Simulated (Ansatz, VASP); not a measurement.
One calculation of Ca, two programs

```xyz
2
Lattice="2.0008 -3.4464 0.0000 2.0008 3.4464 0.0000 0.0000 0.0000 6.5091" Properties=species:S:1:pos:R:3 pbc="T T T"
Ca    2.0008   -2.3131    1.6273
Ca    2.0008    2.3131    4.8818
```

Change from the starting cell: x and y stretched by +1.5 %, z held.

Alike in both runs: task single point; functional PBEsol; k mesh 11 × 11 × 6; occupations fermi-dirac, width 0.05 eV; no spin polarisation.

```csv
,VASP,Ansatz
version,VASP 6.6.1,Ansatz 0.2.0
potentials or method,"VASP PAW PBE potentials, release 64 (Ca_sv), cutoff 520 eV","all-electron LAPW, scalar-relativistic"
```

|  | VASP | Ansatz | Ansatz less VASP |
| --- | --- | --- | --- |
| pressure (GPa) | -1.5 | -1.5 | -0.01 |
| largest component of the traceless stress (GPa) | 0.21 | 0.20 | -0.002 |
| rms of the force components (eV/Å) | 0.009 | 0.009 | -0.0002 |

Atom by atom the forces differ by 0.000 eV/Å (rms over components). Ansatz ran all-electron here, so the differences hold the error of VASP's frozen core and of both bases.

Caveats: the PAW data sets were made with another functional, which shifts forces and pressure a little (VASP).
